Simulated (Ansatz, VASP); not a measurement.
# BP in two plane-wave programs

One calculation is typed for both programs; each brings its own data sets and cutoff. How far apart do they land?

Main program and level: Ansatz 0.2.0; plane waves, with VASP 6.6.1 beside it; G0W0 gap at PBE.

## (1) The starting structure

The structure is cubic, space group F-43m (No. 216). The conventional cell has a = 4.627 Å, b = 4.627 Å, c = 4.627 Å, α = 90.00°, β = 90.00°, γ = 90.00°. P has 4 B at 2.00 Å nearest. Nearest to B lie 4 P at 2.00 Å. Farther neighbours are not listed.

Coordinates:

```cif
data_structure
_symmetry_space_group_name_H-M 'F-43m'
_symmetry_Int_Tables_number 216
_cell_length_a 4.6270
_cell_length_b 4.6270
_cell_length_c 4.6270
_cell_angle_alpha 90.000
_cell_angle_beta 90.000
_cell_angle_gamma 90.000
_cell_volume 99.06
loop_
_atom_site_label
_atom_site_type_symbol
_atom_site_symmetry_multiplicity
_atom_site_Wyckoff_symbol
_atom_site_fract_x
_atom_site_fract_y
_atom_site_fract_z
_atom_site_occupancy
P1 P 4 c 0.25000 0.25000 0.25000 1
B1 B 4 a 0.00000 0.00000 0.00000 1
```

## (2) VASP: G0W0 gap, PBE

Quasiparticle shifts depend on high empty states and on the cores, so they are the hardest test of two PAW sets.

Lines of VASP's logs that name or quote its potential files are left out, and so is its time.

The run reads the wave functions of an earlier VASP run, which isn't shown here.

Input file INCAR:

```
SYSTEM = BP
PREC = Accurate
ENCUT = 340
ISMEAR = 0
SIGMA = 0.01
LREAL = .FALSE.
GGA = PE
NBANDS = 104
ALGO = EVGW0
NELMGW = 1
ENCUTGW = 150
NOMEGA = 48
PRECFOCK = Fast
NBANDSGW = 16
LWAVE = .FALSE.
LCHARG = .FALSE.
```

Input file POSCAR:

```
BP
1.0
    0.0000000000      2.3135014941      2.3135014941
    2.3135014941      0.0000000000      2.3135014941
    2.3135014941      2.3135014941      0.0000000000
P B
1 1
Direct
    0.7500000000      0.7500000000      0.7500000000
    0.0000000000      0.0000000000      0.0000000000
```

Input file KPOINTS:

```
Automatic mesh
0
Gamma
6 6 6
0 0 0
```

PAW data sets: P_GW and B_GW (PBE family, release 64).

Launch:

```
$ mpirun -np 8 vasp_std
```

Numbers of over 12 decimals in the logs are rounded to 6 here.

The log of the run:

```text
[banner, memory and clock lines left out]
running    8 mpi-ranks, on    1 nodes
 distrk:  each k-point on    8 cores,    1 groups
 distr:  one band on    1 cores,    8 groups

 POSCAR found type information on POSCAR P B
 POSCAR found :  2 types and       2 ions
|                                                                             |
|           W    W    AA    RRRRR   N    N  II  N    N   GGGG   !!!           |
|           W    W   A  A   R    R  NN   N  II  NN   N  G    G  !!!           |
|           W    W  A    A  R    R  N N  N  II  N N  N  G       !!!           |
|           W WW W  AAAAAA  RRRRR   N  N N  II  N  N N  G  GGG   !            |
|           WW  WW  A    A  R   R   N   NN  II  N   NN  G    G                |
|           W    W  A    A  R    R  N    N  II  N    N   GGGG   !!!           |
|                                                                             |
|     For optimal performance we recommend to set                             |
|       NCORE = 2 up to number-of-cores-per-socket                            |
|     NCORE specifies how many cores store one orbital (NPAR=cpu/NCORE).      |
|     This setting can greatly improve the performance of VASP for DFT.       |
|     The default, NCORE=1 might be grossly inefficient on modern             |
|     multi-core architectures or massively parallel machines. Do your        |
|     Unfortunately you need to use the default for GW and RPA                |
|     calculations (for HF NCORE is supported but not extensively tested      |
|     yet).                                                                   |
|                                                                             |

|                                                                             |
|           W    W    AA    RRRRR   N    N  II  N    N   GGGG   !!!           |
|           W    W   A  A   R    R  NN   N  II  NN   N  G    G  !!!           |
|           W    W  A    A  R    R  N N  N  II  N N  N  G       !!!           |
|           W WW W  AAAAAA  RRRRR   N  N N  II  N  N N  G  GGG   !            |
|           WW  WW  A    A  R   R   N   NN  II  N   NN  G    G                |
|           W    W  A    A  R    R  N    N  II  N    N   GGGG   !!!           |
|                                                                             |
|     The default for ENCUTGWSOFT is different in this version of VASP.       |
|     please manually set ENCUTGWSOFT =150 in the INCAR file.                 |
|                                                                             |

 LDA part: xc-table for (Slater+PW92), standard interpolation
 found WAVECAR, reading the header
 POSCAR, INCAR and KPOINTS ok, starting setup
 FFT: planning ... GRIDC
 FFT: planning ... GRID_SOFT
 FFT: planning ... GRID
 reading WAVECAR
 the WAVECAR file was read successfully
 initial charge from wavefunction
 available memory per node:     66.20 GB, setting MAXMEM to     67783

 The Fermi energy was updated, please check that it is located mid-gap
 values below the HOMO (VB) or above the LUMO (CB) will cause erroneous energies
 E-fermi :   7.1998

 calculate exact exchange contribution
 the WAVEDER file was read successfully
energies w=
    0.000    0.000    0.631    0.000    1.260    0.000    1.883    0.000
    2.500    0.000    3.107    0.000    3.704    0.000    4.291    0.000
    4.867    0.000    5.432    0.000    5.986    0.000    6.532    0.000
    7.070    0.000    7.602    0.000    8.129    0.000    8.653    0.000
    9.177    0.000    9.702    0.000   10.230    0.000   10.765    0.000
   11.308    0.000   11.864    0.000   12.435    0.000   13.025    0.000
   13.638    0.000   14.279    0.000   14.953    0.000   15.669    0.000
   16.432    0.000   17.252    0.000   18.141    0.000   19.113    0.000
   20.184    0.000   21.378    0.000   22.721    0.000   24.251    0.000
   26.016    0.000   28.082    0.000   30.540    0.000   33.521    0.000
   37.218    0.000   41.928    0.000   48.137    0.000   56.689    0.000
   69.198    0.000   89.186    0.000  126.068    0.000  216.427    0.000
 responsefunction array rank=     120
 LDA part: xc-table for (Slater+PW92), standard interpolation

 min. memory requirement per mpi rank    107.6 MB, per node    860.9 MB

 allocating   6 responsefunctions rank=   120
 shmem allocating  48 responsefunctions rank=   120
 response function shared by NCSHMEM nodes    1
 Doing            6  frequencies on each core in blocks of           48
NQ=   1    0.0000    0.0000    0.0000,
|.........|.........|.........|.........|.........|.........|.........|.........
 performed        226000 updates of chi_q(r,r)
 total number of BLAS operations         23.09 Gflops
NQ=   2    0.1667    0.0000    0.0000,
|.........|.........|.........|.........|.........|.........|.........|.........
 performed        678000 updates of chi_q(r,r)
 total number of BLAS operations         62.23 Gflops
NQ=   3    0.3333    0.0000    0.0000,
|.........|.........|.........|.........|.........|.........|.........|.........
 performed       1130000 updates of chi_q(r,r)
 total number of BLAS operations         97.70 Gflops
NQ=   4    0.5000    0.0000    0.0000,
|.........|.........|.........|.........|.........|.........|.........|.........
 performed       1502000 updates of chi_q(r,r)
 total number of BLAS operations        132.46 Gflops
NQ=   5    0.1667    0.1667    0.0000,
|.........|.........|.........|.........|.........|.........|.........|.........
 performed       1954000 updates of chi_q(r,r)
 total number of BLAS operations        172.35 Gflops
NQ=   6    0.3333    0.1667    0.0000,
|.........|.........|.........|.........|.........|.........|.........|.........
 performed       2692000 updates of chi_q(r,r)
 total number of BLAS operations        235.04 Gflops
NQ=   7    0.5000    0.1667    0.0000,
|.........|.........|.........|.........|.........|.........|.........|.........
 performed       3430000 updates of chi_q(r,r)
 total number of BLAS operations        300.18 Gflops
NQ=   8   -0.3333    0.1667    0.0000,
|.........|.........|.........|.........|.........|.........|.........|.........
 performed       4168000 updates of chi_q(r,r)
 total number of BLAS operations        362.86 Gflops
NQ=   9   -0.1667    0.1667    0.0000,
|.........|.........|.........|.........|.........|.........|.........|.........
 performed       4800000 updates of chi_q(r,r)
 total number of BLAS operations        412.42 Gflops
NQ=  10    0.3333    0.3333    0.0000,
|.........|.........|.........|.........|.........|.........|.........|.........
 performed       5252000 updates of chi_q(r,r)
 total number of BLAS operations        451.56 Gflops
NQ=  11    0.5000    0.3333    0.0000,
|.........|.........|.........|.........|.........|.........|.........|.........
 performed       5990000 updates of chi_q(r,r)
 total number of BLAS operations        513.03 Gflops
NQ=  12   -0.3333    0.3333    0.0000,
|.........|.........|.........|.........|.........|.........|.........|.........
 performed       6622000 updates of chi_q(r,r)
 total number of BLAS operations        564.62 Gflops
NQ=  13    0.5000    0.5000    0.0000,
|.........|.........|.........|.........|.........|.........|.........|.........
 performed       6947000 updates of chi_q(r,r)
 total number of BLAS operations        595.02 Gflops
NQ=  14    0.5000    0.3333    0.1667,
|.........|.........|.........|.........|.........|.........|.........|.........
 performed       7785000 updates of chi_q(r,r)
 total number of BLAS operations        663.44 Gflops
NQ=  15   -0.3333    0.3333    0.1667,
|.........|.........|.........|.........|.........|.........|.........|.........
 performed       8570000 updates of chi_q(r,r)
 total number of BLAS operations        731.38 Gflops
NQ=  16   -0.3333    0.5000    0.1667,
|.........|.........|.........|.........|.........|.........|.........|.........
 performed       9205000 updates of chi_q(r,r)
 total number of BLAS operations        786.36 Gflops
 resolving degeneracies of screened two electron integrals

 calculate QP shifts <psi_nk| G(iteration)W_0 |psi_nk>: iteration 1
 entering main loop
```

OUTCAR, selected parts (step 2):

```text
ion  position               nearest neighbor table
   1  0.750  0.750  0.750-   2 2.00   2 2.00   2 2.00   2 2.00
   2  0.000  0.000  0.000-   1 2.00   1 2.00   1 2.00   1 2.00

  LATTYP: Found a face centered cubic cell.
 ALAT       =     4.6270029882

 Subroutine GETGRP returns: Found 24 space group operations
 (whereof 24 operations were pure point group operations)

The static configuration has the point symmetry T_d .

 Found     16 irreducible k-points:

   k-points           NKPTS =     16   k-points in BZ     NKDIM =    216   number of bands    NBANDS=    104

   dimension x,y,z NGX =    20 NGY =   20 NGZ =   20
   dimension x,y,z NGXF=    40 NGYF=   40 NGZF=   40

   ENCUT  =  340.0 eV  24.99 Ry    5.00 a.u.   4.92  4.92  4.92*2*pi/ulx,y,z

   NELECT =       8.0000    total number of electrons

  energy-cutoff  :      340.00
  volume of cell :       24.77
      direct lattice vectors                 reciprocal lattice vectors
     0.000000000  2.313501494  2.313501494    -0.216122618  0.216122618  0.216122618
     2.313501494  0.000000000  2.313501494     0.216122618 -0.216122618  0.216122618
     2.313501494  2.313501494  0.000000000     0.216122618  0.216122618 -0.216122618

 k-points in reciprocal lattice and weights: Automatic mesh
   0.00000000  0.00000000  0.00000000       0.005
   0.16666667  0.00000000  0.00000000       0.037
   0.33333333  0.00000000  0.00000000       0.037
   0.50000000  0.00000000  0.00000000       0.019
   0.16666667  0.16666667  0.00000000       0.028
   0.33333333  0.16666667  0.00000000       0.111
   0.50000000  0.16666667  0.00000000       0.111
  -0.33333333  0.16666667  0.00000000       0.111
  -0.16666667  0.16666667  0.00000000       0.056
[...]
-0.33333333  0.33333333  0.16666667       0.111
  -0.33333333  0.50000000  0.16666667       0.056

 E-fermi :   7.1998

 QP shifts <psi_nk| G(iteration)W_0 |psi_nk>: iteration 1
 for sc-GW calculations column KS-energies equals QP-energies in previous step
 and V_xc(KS)=  KS-energies - (<T + V_ion + V_H > + <T+V_H+V_ion>^1  + <V_x>^1)
 k-point   1 :       0.0000    0.0000    0.0000
  band No.  KS-energies  QP-energies   sigma(KS)   V_xc(KS)     V^pw_x(r,r')   Z            occupation Imag(sigma)
      1      -8.4723      -9.2532     -13.0549     -11.9275     -20.2084       0.6926       2.0000       1.3480
      2       6.4809       5.9484     -13.8111     -13.1318     -14.7386       0.7839       2.0000       0.0665
      3       6.4809       5.9484     -13.8111     -13.1318     -14.7386       0.7839       2.0000       0.0665
      4       6.4809       5.9484     -13.8111     -13.1318     -14.7386       0.7839       2.0000       0.0665
      5       9.8019      10.1775     -11.4279     -11.9096      -6.9933       0.7799       0.0000      -0.0708
      6       9.8019      10.1775     -11.4279     -11.9096      -6.9933       0.7799       0.0000      -0.0708
      7       9.8019      10.1775     -11.4279     -11.9096      -6.9933       0.7799       0.0000      -0.0708
      8      12.9813      13.3552     -12.2003     -12.6987      -6.3961       0.7501       0.0000      -0.1416
    ...

 k-point   2 :       0.1667    0.0000    0.0000
  band No.  KS-energies  QP-energies   sigma(KS)   V_xc(KS)     V^pw_x(r,r')   Z            occupation Imag(sigma)
      1      -7.9986      -8.7816     -13.0897     -11.9708     -20.0662       0.6997       2.0000       1.2813
      2       3.7384       3.0871     -13.3838     -12.5315     -15.2285       0.7641       2.0000       0.0925
      3       5.8493       5.2995     -13.6514     -12.9464     -14.7468       0.7799       2.0000       0.0687
      4       5.8493       5.2995     -13.6514     -12.9464     -14.7468       0.7799       2.0000       0.0687
      5      10.2811      10.6113     -11.5712     -11.9958      -6.9550       0.7776       0.0000      -0.0770
      6      10.6638      11.0619     -11.5504     -12.0651      -6.8415       0.7735       0.0000      -0.0808
      7      10.6638      11.0619     -11.5504     -12.0651      -6.8415       0.7735       0.0000      -0.0808
      8      14.4323      14.8101     -12.0904     -12.6008      -5.9331       0.7402       0.0000      -0.1969
    ...

 k-point   3 :       0.3333    0.0000    0.0000
  band No.  KS-energies  QP-energies   sigma(KS)   V_xc(KS)     V^pw_x(r,r')   Z            occupation Imag(sigma)
      1      -6.6586      -7.4198     -13.2064     -12.1356     -19.6945       0.7108       2.0000       1.0847
      2       0.0074      -0.7394     -13.0712     -12.0455     -16.6144       0.7280       2.0000       0.2303
      3       5.0767       4.4766     -13.6371     -12.8622     -15.0782       0.7744       2.0000       0.0754
      4       5.0767       4.4766     -13.6371     -12.8622     -15.0782       0.7744       2.0000       0.0754
      5      10.0546      10.3403     -11.5730     -11.9404      -6.8970       0.7776       0.0000      -0.0790
      6      11.2494      11.6520     -11.1922     -11.7125      -6.2399       0.7738       0.0000      -0.0935
      7      11.2494      11.6520     -11.1922     -11.7125      -6.2399       0.7738       0.0000      -0.0935
      8      16.2423      16.5179     -10.8223     -11.1926      -4.1991       0.7442       0.0000      -0.3109
    ...

 k-point   4 :       0.5000    0.0000    0.0000
  band No.  KS-energies  QP-energies   sigma(KS)   V_xc(KS)     V^pw_x(r,r')   Z            occupation Imag(sigma)
      1      -5.3650      -6.0967     -13.4882     -12.4687     -19.4970       0.7178       2.0000       0.8962
      2      -2.1452      -2.9046     -12.6826     -11.6175     -17.1961       0.7130       2.0000       0.4128
      3       4.7977       4.1764     -13.6599     -12.8559     -15.2380       0.7726       2.0000       0.0789
      4       4.7977       4.1764     -13.6599     -12.8559     -15.2380       0.7726       2.0000       0.0789
      5       9.9137      10.1871     -11.5860     -11.9370      -6.9168       0.7789       0.0000      -0.0790
      6      11.1485      11.5325     -10.9501     -11.4442      -6.0300       0.7771       0.0000      -0.0931
      7      11.1485      11.5325     -10.9501     -11.4442      -6.0300       0.7771       0.0000      -0.0931
      8      16.4087      16.5452      -9.9295     -10.1110      -3.4355       0.7519       0.0000      -0.3153
    ...

[... 4 further parts left out ...]
```

(Continued in part 2 of 2.)

[Lines on the potential files, build, host, timing and source positions are cut from VASP's logs without a mark.]

[Logs are printed without paths, hosts, clocks, repeated set-up lines and the standing remarks that a program may print on its own settings, such as how far it seeks lower states.]

[Hosts, paths, dates, database ids (printed as entryN), source tags and the programs' standing remarks are cut or masked in the printed files.]
